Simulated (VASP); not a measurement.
Set up this calculation in VASP 6.6.1, as the native input.

| Quantity | Value |
| --- | --- |
| Task | band structure |
| Functional | PBE |
| Potentials or basis | VASP PAW PBE potentials, release 64 (C) |
| Cutoff | 520 eV |
| k mesh | 12 × 12 × 12 |
| Occupations | gaussian, width 0.02 eV |
| Spin | no spin polarisation |
| Further INCAR settings | ALGO = Fast; EDIFF = 1e-06 |

The structure of C lies in POSCAR:

```
C
1.0
    0.0000000000      1.7857950000      1.7857950000
    1.7857950000      0.0000000000      1.7857950000
    1.7857950000      1.7857950000      0.0000000000
C
2
Direct
    0.0000000000      0.0000000000      0.0000000000
    0.2500000000      0.2500000000      0.2500000000
```

This isn't the form of C at room conditions, which is graphite.

One way to write it, as run:

INCAR

```
SYSTEM = C
PREC     = Accurate       ! precision mode
ENCUT    = 520            ! plane-wave cutoff, eV
EDIFF    = 1E-6           ! SCF threshold, eV
ISMEAR   = 0              ! smearing method
SIGMA    = 0.02           ! smearing width, eV
LREAL    = .FALSE.        ! projectors in reciprocal space
LASPH    = .TRUE.         ! aspherical terms in the spheres
NELM     = 100            ! most SCF steps
ALGO     = Fast           ! electronic algorithm
ISIF     = 2              ! what is computed and relaxed
LWAVE    = .FALSE.        ! write WAVECAR
LCHARG   = .FALSE.        ! write CHGCAR
GGA      = PE             ! functional
```

KPOINTS

```
Automatic mesh
0
G
  12 12 12
  0 0 0
```

KPOINTS_OPT

```
path GXWKGLUWLK,UX
15
line-mode
reciprocal
 0.0000000000  0.0000000000  0.0000000000  G
 0.5000000000  0.0000000000  0.5000000000  X

 0.5000000000  0.0000000000  0.5000000000  X
 0.5000000000  0.2500000000  0.7500000000  W

 0.5000000000  0.2500000000  0.7500000000  W
 0.3750000000  0.3750000000  0.7500000000  K

 0.3750000000  0.3750000000  0.7500000000  K
 0.0000000000  0.0000000000  0.0000000000  G

 0.0000000000  0.0000000000  0.0000000000  G
 0.5000000000  0.5000000000  0.5000000000  L

 0.5000000000  0.5000000000  0.5000000000  L
 0.6250000000  0.2500000000  0.6250000000  U

 0.6250000000  0.2500000000  0.6250000000  U
 0.5000000000  0.2500000000  0.7500000000  W

 0.5000000000  0.2500000000  0.7500000000  W
 0.5000000000  0.5000000000  0.5000000000  L

 0.5000000000  0.5000000000  0.5000000000  L
 0.3750000000  0.3750000000  0.7500000000  K

 0.6250000000  0.2500000000  0.6250000000  U
 0.5000000000  0.0000000000  0.5000000000  X
```

Potentials or basis: VASP PAW PBE potentials, release 64 (C).

Command:

```bash
$ cat potpaw_PBE.64/C/POTCAR > POTCAR
$ mpirun -np 1 vasp_std > vasp.out
```

It gave:

```yaml
Pressure: 0.7 GPa
Band_gap_on_the_k_mesh: 4.14 eV, indirect (least direct gap 5.58 eV)
Band_gap_along_the_path: 4.12 eV, indirect (least direct gap 5.58 eV)
```

Run time: 6.3 s on 1 thread of Intel(R) Xeon(R) 6975P-C (Granite Rapids) (shared host), peak memory 0.13 GiB.
